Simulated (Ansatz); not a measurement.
## Cu: computed properties

Method: DFT PBE, scalar-relativistic, plane waves, PAW (Ansatz).

Cutoff 420 eV; k points 26×26×26 on the computed 1-atom cell (Γ-centred); Gaussian smearing, width 0.10 eV; no spin polarisation.

The structure is relaxed at this level of theory with its symmetry kept, and needn't be the ground state of this composition.

Space group Fm-3m (No. 225), cubic, a = 3.630 Å. Cu has 12 Cu at 2.57 Å.

| Item | Value |
| --- | --- |
| Volume per atom | 11.95 Å³ |
| Energy over the standard state (uncorrected) | 0.000 eV/atom |
| Kohn–Sham band gap | none (metal) |
| Density of states at the Fermi level | 0.3 states/eV per cell |
| Orbital (Löwdin) character within 0.5 eV of the Fermi level | Cu 4s 42 %, Cu 3d 36 %, unprojected 23 % |
| Bulk modulus | 141 GPa |
| Its pressure derivative | 5.0 |
| Bader charge by site (e) | Cu (1 in the cell) 0.00 |

The cell was reached from a generator's guess, though it ends in a space group that the Crystallography Open Database lists for this formula. Löwdin shares on free-atom orbitals overweight diffuse shells.
